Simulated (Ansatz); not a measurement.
**Calculated S-33 NMR of the central transition for SnS**

Cell: an entry of the Crystallography Open Database (COD), its atoms then relaxed with PBE in this cell.

Space group Pnma (No. 62); a = 11.3200, b = 4.0500, c = 4.2420 Å.

| site | Wyckoff | site symmetry | x | y | z |
| --- | --- | --- | --- | --- | --- |
| Sn | 4c | .m. | 0.1204 | 0.2500 | 0.1080 |
| S | 4c | .m. | 0.8517 | 0.2500 | 0.4769 |

One atom of each set is listed.

All values are calculated (Ansatz; DFT, LDA, plane waves and PAW, scalar-relativistic, 420 eV cutoff, Γ-centred 4×11×10 k-points, Fermi–Dirac smearing 0.02 eV), not measured.

S-33 has I = 3/2 and Q = -69.40 mb (Pyykkö 2018); at 18.8 T its Larmor frequency is ν₀ = 61.5 MHz. Only the quadrupole interaction is simulated: positions count from each site's isotropic chemical shift, and J coupling is left out, as are shift anisotropy and dipolar coupling, which fast spinning averages.

Simulated pattern of one S site (fast magic-angle spinning, Gaussian broadening 1 kHz):

(offset (kHz), height): (-24.61, 0), (-23.61, 4), (-22.61, 7), (-21.61, 7), (-20.61, 7), (-19.61, 7), (-18.61, 8), (-17.61, 8), (-16.61, 9), (-15.61, 30), (-14.61, 83), (-13.61, 76), (-12.61, 57), (-11.62, 51), (-10.62, 48), (-9.62, 48), (-8.62, 49), (-7.62, 51), (-6.62, 56), (-5.62, 67), (-4.62, 95), (-3.62, 100), (-2.62, 33), (-1.62, 1)

Q: Which |C_Q| and η does the pattern imply?

A: The pattern spans 21.0 kHz before broadening and its centre of gravity is at -9.51 kHz, which fixes P_Q; the places of the horns and steps fix η. That gives P_Q = 4.84 MHz, |C_Q| = 4.83 MHz and η = 0.09. The sign of C_Q can't be read from the pattern.

Without spin–orbit coupling (the program notes it for Sn) the gradients can shift somewhat, as the gap is small.
